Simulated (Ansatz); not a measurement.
## A computed series for Ti3SiC2: pressure series

The reference is Ti$_{3}$SiC$_{2}$ (space group P6_3/mmc, No. 194).

```cif
data_C4Si2Ti6
_chemical_formula_sum 'Ti6 Si2 C4'
_space_group_name_H-M_alt 'P 1'
_space_group_IT_number 1
_cell_length_a 3.04238
_cell_length_b 3.04238
_cell_length_c 17.57708
_cell_angle_alpha 90.000
_cell_angle_beta 90.000
_cell_angle_gamma 120.000
loop_
_space_group_symop_operation_xyz
  'x, y, z'
loop_
_atom_site_label
_atom_site_type_symbol
_atom_site_fract_x
_atom_site_fract_y
_atom_site_fract_z
_atom_site_occupancy
Ti1 Ti 0.00000 0.00000 0.00000 1
Ti2 Ti 0.00000 0.00000 0.50000 1
Ti3 Ti 0.33333 0.66667 0.13496 1
Ti4 Ti 0.66667 0.33333 0.63496 1
Ti5 Ti 0.66667 0.33333 0.86504 1
Ti6 Ti 0.33333 0.66667 0.36504 1
Si1 Si 0.00000 0.00000 0.25000 1
Si2 Si 0.00000 0.00000 0.75000 1
C1 C 0.33333 0.66667 0.57218 1
C2 C 0.66667 0.33333 0.07218 1
C3 C 0.66667 0.33333 0.42782 1
C4 C 0.33333 0.66667 0.92782 1
```

Cell and atoms are relaxed at each pressure.

All numbers come from PBEsol (Ansatz, a first-principles code; PAW; 420 eV plane waves; without spin-orbit coupling).

Two rows of this table had their results exchanged by mistake.

```
pressure          volume per atom (Å³)  shortest distance (Å)  band gap
----------------  --------------------  ---------------------  --------
pressure −2 GPa                  11.86                  2.079      zero
pressure −1 GPa                  11.80                  2.077      zero
pressure 0.3 GPa                 11.72                  2.074      zero
pressure 0.7 GPa                 11.70                  2.073      zero
pressure 1.5 GPa                 11.65                  2.071      zero
pressure 3 GPa                   11.33                  2.057      zero
pressure 5 GPa                   11.46                  2.062      zero
pressure 7.5 GPa                 11.57                  2.067      zero
pressure 10 GPa                  11.21                  2.051      zero
```

Problem. Which two?

Solution. The rows for pressure 3 GPa and pressure 7.5 GPa: the volume has to fall steadily with pressure, so 11.57 Å³ belongs to pressure 3 GPa and 11.33 Å³ to pressure 7.5 GPa.

Load acts through the strain it causes; cell and atoms are relaxed under it. Whether these cells are dynamically stable was not tested. Competing high-pressure phases were not computed. The final runs are not spin-polarised.
